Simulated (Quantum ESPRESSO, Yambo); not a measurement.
Planning a run of Yambo 5.3.0 on CdSe (F-43m). The input:

```
HF_and_locXC
gw0
dyson
ppa
em1d
rim_cut
RandQpts= 1000000
RandGvec= 1 RL
EXXRLvcs= 94 Ry
VXCRLvcs= 376 Ry
Chimod= "HARTREE"
% BndsRnXp
 1 | 149 |
%
NGsBlkXp= 9.5 Ry
% LongDrXp
 1 | 1 | 1 |
%
% GbndRnge
 1 | 149 |
%
DysSolver= "n"
ExtendOut
PPAPntXp= 27.21138 eV
% QPkrange
 1 | 8 | 16 | 23 |
%
```

```sh
OMP_NUM_THREADS=1 mpirun -n 4 yambo -F gw1.in -J gw1 -C gw1 > gw1.log
```

The stored states that it reads are on a 4×4×4 mesh. The structure is cubic, space group F-43m (No. 216). Conventional cell: a = 6.141 Å, b = 6.141 Å, c = 6.141 Å, α = 90.00°, β = 90.00°, γ = 90.00°. Nearest to Cd lie 4 Se at 2.66 Å. Nearest to Se lie 4 Cd at 2.66 Å. Farther neighbours and most contacts between anions are not listed.

Q: Estimate wall time and host memory on 4 MPI ranks of Arm Neoverse V1, shared host.

It took 9.1 min; on shared hardware allow 4.5 min to 18 min. Peak host memory was 2.3 GiB.

The screening grows as filled bands × empty bands × pairs of k points, times the square of the screening basis for the matrix.

[Paths, hosts, dates, memory and timing lines, banners, echoed tables and standing remarks are left out of the program output.]

[Logs are printed without paths, hosts, clocks, repeated set-up lines and the standing remarks that a program may print on its own settings, such as how far it seeks lower states.]

[Runs of the session that timed out or met a known fault of the program may be left out.]

[Hosts, paths, dates, database ids (printed as entryN), source tags and the programs' standing remarks are cut or masked in the printed files.]
